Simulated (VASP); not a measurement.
## Ga: single point with PBE

Ga:

```xyz
2
Lattice="2.7784 0.0000 0.0000 0.0000 3.2816 0.0000 -1.3434 0.0000 3.9903" Properties=species:S:1:pos:R:3 pbc="T T T"
Ga   -0.6658    2.4533    3.0615
Ga    2.0773    0.8443    0.9079
```

This isn't the form of Ga at room conditions, which is orthorhombic.

The cell isn't the ideal one: atoms moved at random, drawn with an rms of 0.05 Å.

```yaml
Program: VASP 6.6.1
Task: single point
Functional: PBE
Potentials_or_basis: VASP PAW PBE potentials, release 64 (Ga_d)
Cutoff: 520 eV
k_mesh: 10 × 8 × 7
Occupations: fermi-dirac, width 0.05 eV
Spin: no spin polarisation
```

```json
{
 "Pressure": "3.2 GPa",
 "Largest force": "0.099 eV/Å",
 "Band gap on the k mesh": "none (metal or under the smearing width)"
}
```

Forces on the atoms (eV/Å):
```
Ga  -0.011  0.063 -0.075
Ga   0.011 -0.063  0.075
```

Stress tensor (GPa, compression positive):
```
 3.85  0.02 -0.36
 0.02  2.01  0.00
-0.36  0.00  3.75
```

Levels at points of the mesh, in eV from the Fermi level:
| k point | band 10 | band 11 | band 12 | band 13 | band 14 | band 15 | band 16 | band 17 |
| --- | --- | --- | --- | --- | --- | --- | --- | --- |
| (0.00, 0.00, 0.00) | -14.64 | -11.40 | -2.08 | -1.44 | 1.83 | 5.61 | 9.20 | 10.35 |
| (0.50, 0.00, 0.00) | -14.67 | -6.25 | -5.29 | -1.38 | 0.21 | 6.21 | 6.62 | 8.68 |
| (0.00, 0.50, 0.00) | -14.71 | -7.90 | -7.75 | 1.65 | 1.83 | 2.68 | 2.70 | 11.51 |
| (0.50, 0.50, 0.00) | -14.67 | -2.96 | -2.83 | -1.81 | -1.66 | 2.11 | 2.22 | 4.61 |

Run time: 85 s on 1 thread of Intel(R) Xeon(R) Platinum 8488C (Sapphire Rapids), with other jobs on the host, peak memory 0.26 GiB.
